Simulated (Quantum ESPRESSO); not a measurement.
# Ta (Im-3m) in Quantum ESPRESSO: notebook

One crystal, Ta, is run at these levels: LDA; tasks: single point, equation of state.

Program: Quantum ESPRESSO 7.5. These are calculated values, not measurements. Logs are shortened: lines on timing, memory, paths and dates and some standing lists are left out, and cuts for length are marked.

**What was measured.**

“Pressure effects on the electronic structure and superconductivity of (TaNb)0.67(HfZrTi)0.33 high entropy alloy”, 2019, arxiv:1910.08312 quotes, for a bulk crystal of Ta: bulk modulus 194 GPa.

How close the calculation comes is told below.

## Step 1: Starting point

It takes space group Im-3m (No. 229, cubic). The conventional cell has a = 3.303 Å, b = 3.303 Å, c = 3.303 Å, α = 90.00°, β = 90.00°, γ = 90.00°. Around Ta (site symmetry m-3m) lie 8 Ta at 2.86 Å.

## Step 2: Single point, LDA, 16.93 Å³/atom

File pw.in:

```
&CONTROL
  calculation = 'scf'
  prefix = 'pwscf'
  outdir = './tmp'
  pseudo_dir = './pseudo'
  tprnfor = .true.
  tstress = .true.
  disk_io = 'nowf'
/
&SYSTEM
  ibrav = 0
  nat = 1
  ntyp = 1
  ecutwfc = 45
  ecutrho = 360
  nbnd = 12
  occupations = 'smearing'
  smearing = 'fd'
  degauss = 0.00367493
/
&ELECTRONS
  conv_thr = 2d-10
  electron_maxstep = 120
  mixing_beta = 0.5
/
ATOMIC_SPECIES
Ta   180.9479 ta_lda_v1.uspp.F.UPF
CELL_PARAMETERS angstrom
  -1.6175709496    1.6175709496    1.6175709496
   1.6175709496   -1.6175709496    1.6175709496
   1.6175709496    1.6175709496   -1.6175709496
ATOMIC_POSITIONS crystal
Ta     0.0000000000    0.0000000000    0.0000000000
K_POINTS automatic
11 11 11 0 0 0
```

Potentials or basis: GBRV 1.5 LDA.

Launch:

```bash
$ OMP_NUM_THREADS=1 pw.x -in pw.in > pw.out
```

pw.out:

```text
This program is part of the open-source Quantum ESPRESSO suite
     for quantum simulation of materials; please cite
         "P. Giannozzi et al., J. Phys.:Condens. Matter 21 395502 (2009);
         "P. Giannozzi et al., J. Phys.:Condens. Matter 29 465901 (2017);
         "P. Giannozzi et al., J. Chem. Phys. 152 154105 (2020);
     in publications or presentations arising from this work. More details at

     Message from routine setup:
     using ibrav=0 with symmetry is DISCOURAGED, use correct ibrav instead

     G-vector sticks info
     --------------------
     sticks:   dense  smooth     PW     G-vecs:    dense   smooth      PW
     Sum         749     383    129                13115     4729     935

     Using Slab Decomposition

     bravais-lattice index     =            0
     lattice parameter (alat)  =       5.2945  a.u.
     unit-cell volume          =     114.2475 (a.u.)^3
     number of atoms/cell      =            1
     number of atomic types    =            1
     number of electrons       =        13.00
     number of Kohn-Sham states=           12
     kinetic-energy cutoff     =      45.0000  Ry
     charge density cutoff     =     360.0000  Ry
     scf convergence threshold =      2.0E-10
     mixing beta               =       0.5000
     number of iterations used =            8  plain     mixing
     Exchange-correlation= SLA  PZ   NOGX NOGC
                           (   1   1   0   0   0   0   0)

     celldm(1)=   5.294474  celldm(2)=   0.000000  celldm(3)=   0.000000
     celldm(4)=   0.000000  celldm(5)=   0.000000  celldm(6)=   0.000000

     crystal axes: (cart. coord. in units of alat)
               a(1) = (  -0.577350   0.577350   0.577350 )
               a(2) = (   0.577350  -0.577350   0.577350 )
               a(3) = (   0.577350   0.577350  -0.577350 )

     reciprocal axes: (cart. coord. in units 2 pi/alat)
               b(1) = ( -0.000000  0.866025  0.866025 )
               b(2) = (  0.866025 -0.000000  0.866025 )
               b(3) = (  0.866025  0.866025  0.000000 )

     PseudoPot. # 1 for Ta read from file:
     ta_lda_v1.uspp.F.UPF
     Pseudo is Ultrasoft + core correction, Zval = 13.0
     Generated by new atomic code, or converted to UPF format
     Using radial grid of  921 points,  7 beta functions with:
                l(1) =   0
                l(2) =   0
                l(3) =   1
                l(4) =   1
                l(5) =   2
                l(6) =   2
                l(7) =   3
     Q(r) pseudized with  6 coefficients,  rinner =    1.300   1.300   1.300
                                                       1.300   1.300   1.300
                                                       1.300

     atomic species   valence    mass     pseudopotential
     Ta               13.00   180.94790     Ta( 1.00)

     48 Sym. Ops., with inversion, found

   Cartesian axes

     site n.     atom                  positions (alat units)
         1        Ta     tau(   1) = (   0.0000000   0.0000000   0.0000000  )

     number of k points=    56  Fermi-Dirac smearing, width (Ry)=  0.0037
                       cart. coord. in units 2pi/alat
        k(    1) = (   0.0000000   0.0000000   0.0000000), wk =   0.0015026
        k(    2) = (   0.0787296   0.0787296   0.0000000), wk =   0.0180316
        k(    3) = (   0.1574592   0.1574592   0.0000000), wk =   0.0180316
        k(    4) = (   0.2361887   0.2361887   0.0000000), wk =   0.0180316
        k(    5) = (   0.3149183   0.3149183   0.0000000), wk =   0.0180316
        k(    6) = (   0.3936479   0.3936479   0.0000000), wk =   0.0180316
[... 48 lines left out ...]
        k(   55) = (  -0.7872958  -0.0787296  -0.0787296), wk =   0.0120210
        k(   56) = (  -0.0000000  -0.0000000   0.7872958), wk =   0.0090158

     Dense  grid:    13115 G-vectors     FFT dimensions: (  32,  32,  32)

     Smooth grid:     4729 G-vectors     FFT dimensions: (  24,  24,  24)

     Initial potential from superposition of free atoms

     starting charge      12.9991, renormalised to      13.0000

     negative rho (up, down):  8.910E-02 0.000E+00
     Starting wfcs are   13 randomized atomic wfcs

     Self-consistent Calculation

     iteration #  1     ecut=    45.00 Ry     beta= 0.50
     Davidson diagonalization with overlap
     ethr =  1.00E-02,  avg # of iterations =  3.6

     Threshold (ethr) on eigenvalues was too large:
     Diagonalizing with lowered threshold

     Davidson diagonalization with overlap
     ethr =  1.38E-04,  avg # of iterations =  2.1

     negative rho (up, down):  9.129E-02 0.000E+00

     total energy              =    -141.92031548 Ry
     estimated scf accuracy    <       0.01885339 Ry

     iteration #  2     ecut=    45.00 Ry     beta= 0.50
     Davidson diagonalization with overlap
     ethr =  1.45E-04,  avg # of iterations =  2.0

     negative rho (up, down):  9.298E-02 0.000E+00

     total energy              =    -141.92166685 Ry
     estimated scf accuracy    <       0.00138643 Ry

     iteration #  3     ecut=    45.00 Ry     beta= 0.50
     Davidson diagonalization with overlap
     ethr =  1.07E-05,  avg # of iterations =  2.5

     negative rho (up, down):  9.389E-02 0.000E+00

     total energy              =    -141.92181189 Ry
     estimated scf accuracy    <       0.00008523 Ry

     iteration #  4     ecut=    45.00 Ry     beta= 0.50
     Davidson diagonalization with overlap
     ethr =  6.56E-07,  avg # of iterations =  1.1

     negative rho (up, down):  9.386E-02 0.000E+00

     total energy              =    -141.92181485 Ry
     estimated scf accuracy    <       0.00000136 Ry

     iteration #  5     ecut=    45.00 Ry     beta= 0.50
     Davidson diagonalization with overlap
     ethr =  1.04E-08,  avg # of iterations =  1.7

     negative rho (up, down):  9.387E-02 0.000E+00

     total energy              =    -141.92181489 Ry
     estimated scf accuracy    <       0.00000015 Ry

     iteration #  6     ecut=    45.00 Ry     beta= 0.50
     Davidson diagonalization with overlap
     ethr =  1.13E-09,  avg # of iterations =  2.0

     negative rho (up, down):  9.387E-02 0.000E+00

     total energy              =    -141.92181491 Ry
     estimated scf accuracy    <          4.8E-09 Ry

     iteration #  7     ecut=    45.00 Ry     beta= 0.50
     Davidson diagonalization with overlap
     ethr =  3.71E-11,  avg # of iterations =  2.0

     negative rho (up, down):  9.386E-02 0.000E+00

     total energy              =    -141.92181491 Ry
     estimated scf accuracy    <          2.4E-10 Ry

     iteration #  8     ecut=    45.00 Ry     beta= 0.50
     Davidson diagonalization with overlap
     ethr =  1.87E-12,  avg # of iterations =  1.0

     negative rho (up, down):  9.386E-02 0.000E+00

     End of self-consistent calculation

          k = 0.0000 0.0000 0.0000 (   603 PWs)   bands (ev):

   -47.3646 -13.1830 -13.1830 -13.1830  11.5026  20.2941  20.2941  20.2941
    23.7785  23.7785  34.5519  34.5519

          k = 0.0787 0.0787 0.0000 (   591 PWs)   bands (ev):

   -47.3526 -13.3080 -13.2207 -13.1837  11.8971  20.0409  20.2105  20.6857
    23.3950  23.7791  34.9009  35.2253

          k = 0.1575 0.1575 0.0000 (   585 PWs)   bands (ev):

   -47.3204 -13.6337 -13.3214 -13.1859  12.9511  19.4305  19.8183  21.8257
    23.0233  23.8360  35.4432  37.0864

          k = 0.2362 0.2362 0.0000 (   591 PWs)   bands (ev):

   -47.2780 -14.0400 -13.4509 -13.1891  14.2070  18.7435  19.4462  23.2630
    23.6062  24.0420  34.6631  36.5986

          k = 0.3149 0.3149 0.0000 (   579 PWs)   bands (ev):

   -47.2387 -14.3944 -13.5669 -13.1919  14.8915  18.1921  20.0577  23.6912
    24.4031  25.7842  32.9974  34.1954

          k = 0.3936 0.3936 0.0000 (   578 PWs)   bands (ev):

   -47.2153 -14.5981 -13.6345 -13.1938  14.9622  17.8920  21.3419  23.7521
    24.7376  27.6741  31.8431  32.5300

          k = 0.1575 0.0787 0.0787 (   593 PWs)   bands (ev):

   -47.3306 -13.5322 -13.2636 -13.2134  12.6295  19.7091  19.8214  21.5144
    22.9112  23.9327  35.4429  36.4651

          k = 0.2362 0.1575 0.0787 (   587 PWs)   bands (ev):

   -47.2932 -13.8793 -13.3852 -13.2277  13.8525  19.0684  19.3154  22.7566
    23.0653  24.2112  35.6377  37.0569

          k = 0.3149 0.2362 0.0787 (   583 PWs)   bands (ev):

   -47.2523 -14.2340 -13.5298 -13.2342  14.9382  18.4570  19.2883  23.1741
    24.4901  25.1038  33.9396  35.5868

          k = 0.3936 0.3149 0.0787 (   582 PWs)   bands (ev):

   -47.2209 -14.4935 -13.6400 -13.2382  15.2578  18.0597  20.2796  23.5949
    24.7739  27.2478  32.4779  33.2652

          k = 0.4724 0.3936 0.0787 (   580 PWs)   bands (ev):

   -47.2092 -14.5879 -13.6807 -13.2395  15.2473  17.9219  21.0660  23.5492
    25.0452  28.3680  31.7350  32.3545

          k = 0.3149 0.1575 0.1575 (   589 PWs)   bands (ev):

   -47.2574 -14.1470 -13.5119 -13.2843  15.0672  18.5527  18.9041  22.7699
    24.6081  24.9992  34.5615  36.7987

          k = 0.3936 0.2362 0.1575 (   578 PWs)   bands (ev):

   -47.2243 -14.3563 -13.6827 -13.3090  15.9005  18.1819  19.1295  23.2010
    24.7459  27.2684  32.7211  35.2932

          k = 0.4724 0.3149 0.1575 (   583 PWs)   bands (ev):

   -47.2046 -14.4676 -13.7994 -13.3185  16.0125  18.0654  19.8792  23.4854
    25.0001  29.2026  30.8850  33.8478
[... 163 lines left out ...]
   -47.1598 -14.3090 -14.1169 -13.5834  17.1737  17.3238  19.1241  23.7069
    25.0156  30.0818  31.0269  33.7931

          k =-0.0000-0.0000 0.4724 (   582 PWs)   bands (ev):

   -47.2044 -14.0304 -13.7454 -13.7454  16.3449  17.9511  21.2099  21.2099
    23.3873  24.8232  35.0070  39.2292

          k =-0.0000-0.0787 0.5511 (   585 PWs)   bands (ev):

   -47.1712 -14.2119 -13.8723 -13.7906  16.7432  17.1886  21.3929  21.7984
    25.0397  25.3345  35.0174  36.7555

          k =-0.0000-0.1575 0.6298 (   584 PWs)   bands (ev):

   -47.1513 -14.3550 -13.9464 -13.7772  16.4527  17.2040  21.2812  21.6935
    26.9883  27.6047  32.0712  34.3770

          k = 0.0787-0.0787 0.6298 (   581 PWs)   bands (ev):

   -47.1458 -14.2686 -14.0346 -13.8257  16.5693  16.7431  21.2515  23.2421
    25.3598  27.5601  32.8894  34.4076

          k =-0.7873-0.1575-0.1575 (   582 PWs)   bands (ev):

   -47.1364 -14.2900 -14.1117 -13.8201  16.3807  16.6687  21.0623  23.7952
    26.1452  29.9224  30.5772  32.6814

          k =-0.0000-0.0000 0.6298 (   582 PWs)   bands (ev):

   -47.1406 -14.1666 -14.0036 -14.0036  16.3575  16.5252  23.0705  23.0705
    25.2801  25.6222  34.5586  34.5586

          k =-0.0000-0.0787 0.7086 (   579 PWs)   bands (ev):

   -47.1224 -14.2425 -14.0803 -14.0223  15.9601  16.1564  23.5961  23.6078
    26.7194  27.7745  31.5589  32.3656

          k =-0.7873-0.0787-0.0787 (   580 PWs)   bands (ev):

   -47.1137 -14.1945 -14.1945 -14.0348  15.8249  15.8249  23.5739  25.9321
    25.9321  30.1137  30.1137  30.2774

          k =-0.0000-0.0000 0.7873 (   598 PWs)   bands (ev):

   -47.1052 -14.1812 -14.1586 -14.1586  15.5337  15.5918  25.8453  25.8453
    26.7122  28.2206  30.1409  30.1409

     the Fermi energy is    19.6088 ev

!    total energy              =    -141.92181491 Ry
     estimated scf accuracy    <          3.4E-11 Ry
     smearing contrib. (-TS)   =      -0.00050369 Ry
     internal energy E=F+TS    =    -141.92131122 Ry

     The total energy is F=E-TS. E is the sum of the following terms:
     one-electron contribution =     -12.64597121 Ry
     hartree contribution      =      13.45901453 Ry
     xc contribution           =     -42.13286322 Ry
     ewald contribution        =    -100.60149133 Ry

     convergence has been achieved in   8 iterations

     negative rho (up, down):  9.386E-02 0.000E+00

     Forces acting on atoms (cartesian axes, Ry/au):

     atom    1 type  1   force =     0.00000000    0.00000000    0.00000000

     Total force =     0.000000     Total SCF correction =     0.000000

     Computing stress (Cartesian axis) and pressure

     negative rho (up, down):  9.386E-02 0.000E+00
          total   stress  (Ry/bohr**3)                   (kbar)     P=       27.78
   0.00018888  -0.00000000  -0.00000000           27.78       -0.00       -0.00
  -0.00000000   0.00018888  -0.00000000           -0.00       27.78       -0.00
  -0.00000000  -0.00000000   0.00018888           -0.00       -0.00       27.78

=------------------------------------------------------------------------------=
   JOB DONE.
=------------------------------------------------------------------------------=
```

It took 7.1 s on 1 thread of Arm Neoverse V2, shared host; peak memory 0.11 GiB.

Results:

| Item | Value |
| --- | --- |
| Free energy | -1930.9447 eV |
| Pressure | 2.8 GPa |
| Band gap on the k mesh | none (metal or under the smearing width) |

## Step 3: Single point, LDA, 17.29 Å³/atom

Changes to pw.in since step 2:

```diff
@@ -28,5 +28,5 @@
 CELL_PARAMETERS angstrom
-  -1.6175709496    1.6175709496    1.6175709496
-   1.6175709496   -1.6175709496    1.6175709496
-   1.6175709496    1.6175709496   -1.6175709496
+  -1.6289626696    1.6289626696    1.6289626696
+   1.6289626696   -1.6289626696    1.6289626696
+   1.6289626696    1.6289626696   -1.6289626696
 ATOMIC_POSITIONS crystal
```

Potentials or basis: GBRV 1.5 LDA.

Launch:

```bash
$ OMP_NUM_THREADS=1 pw.x -in pw.in > pw.out
```

It took 7.3 s on 1 thread of Arm Neoverse V2, shared host; peak memory 0.11 GiB.

The run converged. Its results:

| Property | Result |
| --- | --- |
| Free energy | -1930.9479 eV |
| Pressure | -2.1 GPa |
| Band gap on the k mesh | none (metal or under the smearing width) |

## Step 4: Single point, LDA, 17.65 Å³/atom

Changes to pw.in since step 3:

```diff
@@ -28,5 +28,5 @@
 CELL_PARAMETERS angstrom
-  -1.6289626696    1.6289626696    1.6289626696
-   1.6289626696   -1.6289626696    1.6289626696
-   1.6289626696    1.6289626696   -1.6289626696
+  -1.6401972500    1.6401972500    1.6401972500
+   1.6401972500   -1.6401972500    1.6401972500
+   1.6401972500    1.6401972500   -1.6401972500
 ATOMIC_POSITIONS crystal
```

Launch:

```bash
$ OMP_NUM_THREADS=1 pw.x -in pw.in > pw.out
```

It took 7.1 s on 1 thread of Arm Neoverse V2, shared host; peak memory 0.12 GiB.

Results (log left out):

```
Free energy            : -1930.9406 eV
Pressure               : -6.5 GPa
Band gap on the k mesh : none (metal or under the smearing width)
```

## Step 5: Single point, LDA, 18.01 Å³/atom

Changes to pw.in since step 4:

```diff
@@ -28,5 +28,5 @@
 CELL_PARAMETERS angstrom
-  -1.6401972500    1.6401972500    1.6401972500
-   1.6401972500   -1.6401972500    1.6401972500
-   1.6401972500    1.6401972500   -1.6401972500
+  -1.6512800000    1.6512800000    1.6512800000
+   1.6512800000   -1.6512800000    1.6512800000
+   1.6512800000    1.6512800000   -1.6512800000
 ATOMIC_POSITIONS crystal
```

Launch:

```bash
$ OMP_NUM_THREADS=1 pw.x -in pw.in > pw.out
```

Wall time 7.7 s (1 thread of Arm Neoverse V2, shared host); peak memory 0.12 GiB.

It converged, with:

```yaml
Free_energy: -1930.9239 eV
Pressure: -10.4 GPa
Band_gap_on_the_k_mesh: none (metal or under the smearing width)
```

## Step 6: Single point, LDA, 18.37 Å³/atom

Changes to pw.in since step 5:

```diff
@@ -28,5 +28,5 @@
 CELL_PARAMETERS angstrom
-  -1.6512800000    1.6512800000    1.6512800000
-   1.6512800000   -1.6512800000    1.6512800000
-   1.6512800000    1.6512800000   -1.6512800000
+  -1.6622159478    1.6622159478    1.6622159478
+   1.6622159478   -1.6622159478    1.6622159478
+   1.6622159478    1.6622159478   -1.6622159478
 ATOMIC_POSITIONS crystal
```

Potentials or basis: GBRV 1.5 LDA.

Launch:

```bash
$ OMP_NUM_THREADS=1 pw.x -in pw.in > pw.out
```

Wall time 7.6 s (1 thread of Arm Neoverse V2, shared host); peak memory 0.12 GiB.

Results (log left out):

```yaml
Free_energy: -1930.8987 eV
Pressure: -13.9 GPa
Band_gap_on_the_k_mesh: none (metal or under the smearing width)
```

## Step 7: Single point, LDA, 18.73 Å³/atom

Changes to pw.in since step 6:

```diff
@@ -28,5 +28,5 @@
 CELL_PARAMETERS angstrom
-  -1.6622159478    1.6622159478    1.6622159478
-   1.6622159478   -1.6622159478    1.6622159478
-   1.6622159478    1.6622159478   -1.6622159478
+  -1.6730098603    1.6730098603    1.6730098603
+   1.6730098603   -1.6730098603    1.6730098603
+   1.6730098603    1.6730098603   -1.6730098603
 ATOMIC_POSITIONS crystal
```

Launch:

```bash
$ OMP_NUM_THREADS=1 pw.x -in pw.in > pw.out
```

Run time: 7.8 s. Hardware: 1 thread of Arm Neoverse V2, shared host; peak memory 0.12 GiB.

It converged, with:

```yaml
Free_energy: -1930.8661 eV
Pressure: -17.1 GPa
Band_gap_on_the_k_mesh: none (metal or under the smearing width)
```

## Step 8: Single point, LDA, 19.09 Å³/atom

Changes to pw.in since step 7:

```diff
@@ -28,5 +28,5 @@
 CELL_PARAMETERS angstrom
-  -1.6730098603    1.6730098603    1.6730098603
-   1.6730098603   -1.6730098603    1.6730098603
-   1.6730098603    1.6730098603   -1.6730098603
+  -1.6836662614    1.6836662614    1.6836662614
+   1.6836662614   -1.6836662614    1.6836662614
+   1.6836662614    1.6836662614   -1.6836662614
 ATOMIC_POSITIONS crystal
```

Launch:

```bash
$ OMP_NUM_THREADS=1 pw.x -in pw.in > pw.out
```

It took 7.4 s on 1 thread of Arm Neoverse V2, shared host; peak memory 0.13 GiB.

It converged, with:

| Quantity | Value |
| --- | --- |
| Free energy | -1930.8267 eV |
| Pressure | -19.9 GPa |
| Band gap on the k mesh | none (metal or under the smearing width) |

## Step 9: Equation of state, LDA

Potentials or basis: GBRV 1.5 LDA.

This step only gathers the single runs of the series.

What came out:

```yaml
Equilibrium_volume: 17.21 Å³/atom
Bulk_modulus: 230 GPa
Pressure_derivative_of_the_bulk_modulus: 4.4
```

Energy against volume, from the lowest point:
| volume (Å³/atom) | energy (meV/atom) |
| --- | --- |
| 16.930 | 3.24 |
| 17.290 | 0.00 |
| 17.650 | 7.30 |
| 18.010 | 23.96 |
| 18.371 | 49.24 |
| 18.731 | 81.82 |
| 19.091 | 121.22 |

The run has no spin-orbit coupling, so splittings on Ta are missing. LDA usually gives volumes a few per cent too small.

## Step 10: How close it comes

Step 9. Measured bulk modulus of Ta: 194 GPa (quoted in “Pressure effects on the electronic structure and superconductivity of (TaNb)0.67(HfZrTi)0.33 high entropy alloy”, 2019, arxiv:1910.08312). This calculation gives 230 GPa (+18.4 %). The fit is for a static lattice scaled at fixed shape and fixed fractional positions.
